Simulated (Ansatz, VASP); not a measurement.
## Sb in VASP and in Ansatz

```
Sb
1.0
     3.16000    0.00000    0.00000
     0.00000    3.16000    0.00000
     0.00000    0.00000    3.16000
Sb
1
Direct
  0.00000 0.00000 0.00000
```

This isn't the form of Sb at room conditions, which is rhombohedral.

Alike in both runs: task single point; functional PBE; k mesh 8 × 8 × 8; occupations gaussian, width 0.02 eV; no spin polarisation.

|  | VASP | Ansatz |
| --- | --- | --- |
| version | VASP 6.6.1 | Ansatz 0.2.0 |
| potentials or method | VASP PAW PBE potentials, release 64 (Sb) | Ansatz PAW |
| plane-wave cutoff (eV) | 520 | 420 |
| valence electrons in the cell | 5 | 15 |

|  | VASP | Ansatz | Ansatz less VASP |
| --- | --- | --- | --- |
| gap on the k mesh at the Fermi level (eV) | none | none | - |
| pressure (GPa) | -2.3 | -2.3 | +0.04 |

A gap of «none» marks a metal or a gap that the smearing closes. The two sets of potentials don't hold the same shells in valence.

The runs have no spin-orbit coupling, so splittings on Sb are missing.
